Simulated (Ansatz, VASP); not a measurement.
# One calculation of BAs, two programs

Contents of INCAR:

```
ALGO = Normal
EDIFF = 1E-6
ENCUT = 520
GGA = PE
ISIF = 2
ISMEAR = -1
LASPH = True
LCHARG = False
LREAL = False
LWAVE = False
NBANDS = 11
NELM = 100
PREC = Accurate
SIGMA = 0.03
```

Contents of KPOINTS:

```
k-points
0
Gamma
  15 15 15
```

The input POSCAR:

```
BAs
1.0
    0.0000000000      2.3397414207      2.3397414207
    2.3397414207      0.0000000000      2.3397414207
    2.3397414207      2.3397414207      0.0000000000
B As
1 1
Direct
    0.0000000000      0.0000000000      0.0000000000
    0.7500000000      0.7500000000      0.7500000000
```

Input for Ansatz:

```yaml
crystal:
  lattice:
    - [0.0, 2.3397414207, 2.3397414207]
    - [2.3397414207, 0.0, 2.3397414207]
    - [2.3397414207, 2.3397414207, 0.0]
  atoms:
    - { symbol: B, position: [0.0, 0.0, 0.0] }
    - { symbol: As, position: [0.75, 0.75, 0.75] }
kpoints:
  mp_grid: { grid: [15, 15, 15] }
  band_path:
    path:
      - [0.0, 0.0, 0.0]
      - [-0.5, -0.5, 0.0]
      - [-0.375, -0.375, 0.25]
      - [-0.375, 0.0, 0.375]
      - [0.0, 0.0, 0.0]
      - [0.0, 0.0, 0.5]
      - [-0.5, -0.25, 0.25]
      - [-0.5, -0.5, 0.0]
    npoints: 5
scf:
  occupations: { method: fermi_dirac, width: 0.03 }
hamiltonian:
  xc: pbe
  pseudopotentials: { kind: all_electron, lapw: { basis_error: 0.00025 } }
output:
  forces: true
  stress: true
  eigenvalues: true
```

Change from the starting cell: volume scaled by 0.94.

Alike in both runs: task single point; functional PBE; k mesh 15 × 15 × 15; occupations fermi-dirac, width 0.03 eV; no spin polarisation.

```csv
,VASP,Ansatz
version,VASP 6.6.1,Ansatz 0.2.0
potentials or method,"VASP PAW PBE potentials, release 64 (B, As)","all-electron LAPW, scalar-relativistic"
plane-wave cutoff (eV),520,see its input
```

|  | VASP | Ansatz | Ansatz less VASP |
| --- | --- | --- | --- |
| gap on the k mesh at the Fermi level (eV) | 1.11 | 1.12 | +0.013 |
| pressure (GPa) | 13.7 | 12.7 | -0.94 |

Ansatz ran all-electron here, so the differences hold the error of VASP's frozen core and of both bases.

Caveats: an odd mesh through Γ misses points on the zone boundary, where band edges often lie.
